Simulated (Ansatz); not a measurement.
PbSe in Ansatz: the effect of functional

Crystal: PbSe.

```
Pb Se
1.0
     3.73318    0.00000    0.00000
     0.00000    3.73318    0.00000
     0.00000    0.00000    3.73318
Pb Se
1 1
Direct
  0.00000 0.00000 0.00000
  0.50000 0.50000 0.50000
```

Measurements of this composition are mostly on another form, of space group No. 225.

The cell isn't the ideal one: volume scaled by 0.96.

Alike in all runs:

| Quantity | Value |
| --- | --- |
| Program | Ansatz 0.2.0 |
| Task | single point |
| Potentials or basis | Ansatz PAW |
| k mesh | 7 × 7 × 7 |
| Occupations | fermi-dirac, width 0.05 eV |
| Spin | no spin polarisation |

```csv
functional,cutoff,pressure (GPa)
LDA,420 eV (not typed: the program's choice for these potentials),-3.0
PBEsol,420 eV (not typed: the program's choice for these potentials),-1.3
r2SCAN,500 eV (not typed: the program's choice for these potentials),?
```

Problem. What does the run with functional r2SCAN give?

Solution. Pressure 1.4 GPa.

Caveats: the PAW data sets come from PBE, with cores solved anew for the run's functional, which leaves a small shift of forces and pressure.
